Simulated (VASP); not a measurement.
# VO2: single point with PBE

Crystal: VO2.

```
V O
1.0
     4.53000    0.00000    0.00000
     0.00000    4.53000    0.00000
     0.00000    0.00000    2.86900
V O
2 4
Direct
  0.00000 0.00000 0.00000
  0.50000 0.50000 0.50000
  0.30500 0.30500 0.00000
  0.19500 0.80500 0.50000
  0.69500 0.69500 0.00000
  0.80500 0.19500 0.50000
```

```json
{"Program": "VASP 6.6.1", "Task": "single point", "Functional": "PBE", "Potentials or basis": "VASP PAW PBE potentials, release 64 (V_sv, O)", "Cutoff": "600 eV", "k mesh": "8 × 8 × 14", "Occupations": "methfessel-paxton, width 0.1 eV", "Spin": "collinear spin, ferromagnetic start", "Starting moments": "[1.0, 1.0, 0.0, 0.0, 0.0, 0.0] μB"}
```

The pressure is 5.2 GPa. The largest force is 0.614 eV/Å and the band gap on the k mesh is none (metal or under the smearing width). The net moment is 2.00 μB per cell. The site moments are V +1.05; O -0.05 μB. The valence electrons inside the program's atomic spheres are V 11.55; O 5.06.

Forces in eV/Å, atoms in the order of the input:
```
V    0.000  0.000  0.000
V    0.000  0.000  0.000
O   -0.434 -0.434  0.000
O    0.434 -0.434  0.000
O    0.434  0.434  0.000
O   -0.434  0.434  0.000
```

Stress tensor (GPa, compression positive):
```
6.47 0.00 0.00
0.00 6.47 0.00
0.00 0.00 2.64
```

Levels at points of the mesh, in eV from the Fermi level:
Spin up:
```csv
k point,band 22,band 23,band 24,band 25,band 26,band 27,band 28,band 29,band 30,band 31
"(0.00, 0.00, 0.00)",-1.95,-1.95,-1.65,-0.93,-0.55,-0.42,-0.42,-0.22,1.78,1.87
"(0.50, 0.00, 0.00)",-3.33,-2.31,-2.31,-0.17,-0.17,0.16,0.16,0.96,0.96,3.66
"(0.50, 0.50, 0.00)",-2.89,-2.68,-2.68,-0.85,-0.85,-0.40,-0.40,1.33,1.33,3.29
"(0.00, 0.00, 0.50)",-4.07,-3.22,-3.22,0.31,0.31,0.36,0.36,1.11,1.11,2.95
"(0.50, 0.00, 0.50)",-3.94,-2.58,-2.58,-0.87,-0.87,0.36,0.36,1.33,1.33,2.35
"(0.50, 0.50, 0.50)",-2.97,-2.36,-2.36,-0.04,-0.04,0.37,0.37,0.54,0.54,3.43
```
Spin down:
| k point | band 22 | band 23 | band 24 | band 25 | band 26 | band 27 |
| --- | --- | --- | --- | --- | --- | --- |
| (0.00, 0.00, 0.00) | -2.04 | -2.04 | -1.63 | 0.22 | 0.41 | 0.87 |
| (0.50, 0.00, 0.00) | -3.24 | -2.38 | -2.38 | 0.88 | 0.88 | 1.41 |
| (0.50, 0.50, 0.00) | -2.94 | -2.73 | -2.73 | 0.23 | 0.23 | 0.92 |
| (0.00, 0.00, 0.50) | -3.98 | -3.19 | -3.19 | 1.33 | 1.33 | 1.47 |
| (0.50, 0.00, 0.50) | -3.74 | -2.68 | -2.68 | 0.33 | 0.33 | 1.49 |
| (0.50, 0.50, 0.50) | -2.90 | -2.36 | -2.36 | 0.99 | 0.99 | 1.52 |

It took 4.7 min on 2 MPI ranks on Intel(R) Xeon(R) Platinum 8488C (Sapphire Rapids) (shared host), peak memory 0.51 GiB a rank.

Caveat: semilocal functionals often make such compounds metallic where correlation or magnetic order opens a gap, which also shifts bond lengths. With open d or f shells a metallic result of PBE can be an artefact of self-interaction; +U or a hybrid may open a gap.
